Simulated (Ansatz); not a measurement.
**Yttrium, bcc under PBE: from relaxation to bulk modulus**

Aim: take yttrium in the bcc structure, relax it, solve it on a dense k-mesh, switch on spin-orbit coupling, then scale the cell to 7 volumes from 88 to 112 % of the relaxed one and try a fit of the equation of state. The k-meshes are 11×11×11 for the relaxation; 18×18×18 for the dense run; 11×11×11 for spin-orbit coupling; 12×12×12 for the volumes.

This is Y in the bcc structure; at room conditions it is hcp.

Computed with Ansatz 0.2.0 (DFT PBE, plane waves (420 eV) with PAW, scalar-relativistic, unless a step says otherwise).

## (1) The structure to begin with

It takes space group Im-3m (No. 229, cubic). Conventional cell: a = 4.042 Å, b = 4.042 Å, c = 4.042 Å, α = 90.00°, β = 90.00°, γ = 90.00°. Y (site symmetry m-3m) is surrounded by 8 Y at 3.50 Å.

As a file:

```xyz
1
Lattice="-2.0209 2.0209 2.0209 2.0209 -2.0209 2.0209 2.0209 2.0209 -2.0209" Properties=species:S:1:pos:R:3 pbc="T T T"
Y     0.0000    0.0000    0.0000
```

## (2) Relaxing cell and atoms

input.yaml

```yaml
crystal:
  lattice:
    - [-2.0208580385, 2.0208580385, 2.0208580385]
    - [2.0208580385, -2.0208580385, 2.0208580385]
    - [2.0208580385, 2.0208580385, -2.0208580385]
  atoms:
    - { symbol: "Y", position: [0.0, 0.0, 0.0] }
hamiltonian:
  xc: pbe
  pseudopotentials:
    kind: paw
    azcp:
      "Y": "pseudopotentials/Y.paw.azcp"
basis:
  ecutwfc: 420
  fft_grid_basis: typed
kpoints:
  mp_grid: { grid: [11, 11, 11], shift: [0, 0, 0] }
magnetization:
  spin_polarized: false
scf:
  occupations: { method: fermi_dirac, width: 0.1 }
relax:
  max_steps: 60
  f_tol: 0.01
  cell: {}
```

Further steps of the session: Dense single point; A two-component run at the same geometry; At 88 % of the relaxed volume; At 92 % of the relaxed volume; At 96 % of the relaxed volume; At 100 % of the relaxed volume; At 104 % of the relaxed volume; At 108 % of the relaxed volume; At 112 % of the relaxed volume.

**Question.** What will these runs give? Wanted: space group; conventional cell; volume; shortest distance; gap on the mesh; relative to hcp; V₀, B₀, B₀′.

The runs gave:

```
                      quantity                         value
space group (spins left aside)               Im-3m (No. 229)
             conventional cell                   a = 4.046 Å
                        volume                33.105 Å³/atom
             shortest distance                       3.504 Å
               gap on the mesh  none (levels filled in part)
               relative to hcp                 +123 meV/atom
                   V₀, B₀, B₀′   32.971 Å³/atom, 39 GPa, 3.1
```

**Reading.** From the guessed start the volume grew by 0.3 % in 3 steps. Against the reference form of yttrium (hcp, computed apart with the same settings) it stands 123 meV/atom higher. No gap shows: it is a metal or semimetal at this level. Totals with and without spin-orbit coupling (-0.72 eV/atom apart) can't be read as binding, since the two-component data shift the zero of energy. B₀ comes out at 39 GPa. The symmetry was held, so the structure may be unstable against distortions that break it.
